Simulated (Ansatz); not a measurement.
# Mn: the cost of one run

Computed with Ansatz 0.2.0 (DFT PBE, scalar-relativistic, plane waves, PAW, unless a step's input says otherwise).

1 further run of the same task is left out (set aside as unsound or not needed).

## Step 1: Starting point

Symmetry: Fd-3m, No. 227, cubic system. The conventional cell has a = 6.356 Å, b = 6.356 Å, c = 6.356 Å, α = 90.00°, β = 90.00°, γ = 90.00°. Around Mn (site symmetry -43m) lie 4 Mn at 2.75 Å.

As a file:

```cif
data_structure
_symmetry_space_group_name_H-M 'Fd-3m:1'
_symmetry_Int_Tables_number 227
_cell_length_a 6.3559
_cell_length_b 6.3559
_cell_length_c 6.3559
_cell_angle_alpha 90.000
_cell_angle_beta 90.000
_cell_angle_gamma 90.000
_cell_volume 256.76
loop_
_atom_site_label
_atom_site_type_symbol
_atom_site_symmetry_multiplicity
_atom_site_Wyckoff_symbol
_atom_site_fract_x
_atom_site_fract_y
_atom_site_fract_z
_atom_site_occupancy
Mn1 Mn 8 a 0.50000 0.00000 0.50000 1
```

## Step 2: Ge -> Mn on all its sites, cell and atoms relaxed

File input.yaml:

```yaml
crystal:
  lattice:
    - [0.0, 3.1779378202, 3.1779378202]
    - [3.1779378202, 0.0, 3.1779378202]
    - [3.1779378202, 3.1779378202, 0.0]
  atoms:
    - { symbol: Mn, position: [0.5, 0.5, 0.5], spin: 4.53 }
    - { symbol: Mn, position: [0.75, 0.75, 0.75], spin: 4.53 }
basis:
  ecutwfc: 420
kpoints:
  mp_grid: { grid: [12, 12, 12] }
hamiltonian:
  xc: pbe
scf:
  occupations: { method: gaussian, width: 0.1 }
output:
  forces: true
  stress: true
  eigenvalues: true
  populations: true
magnetization:
  spin_polarized: true
relax:
  adjacent_minimum: "off"
  f_tol: 0.01
  max_steps: 60
  cell: { stress_tol: 0.1 }
```

Run with:

```sh
> ansatz run input.yaml --threads 1 --pin off --max-ram 2560MiB --backend cpu --events-out ev --progress --plain --runs-dir out
```

What time and memory should one allow on 1 thread of Intel Xeon 6975P-C (Granite Rapids), shared host?

About 37 s, with a peak of 0.5 GiB.
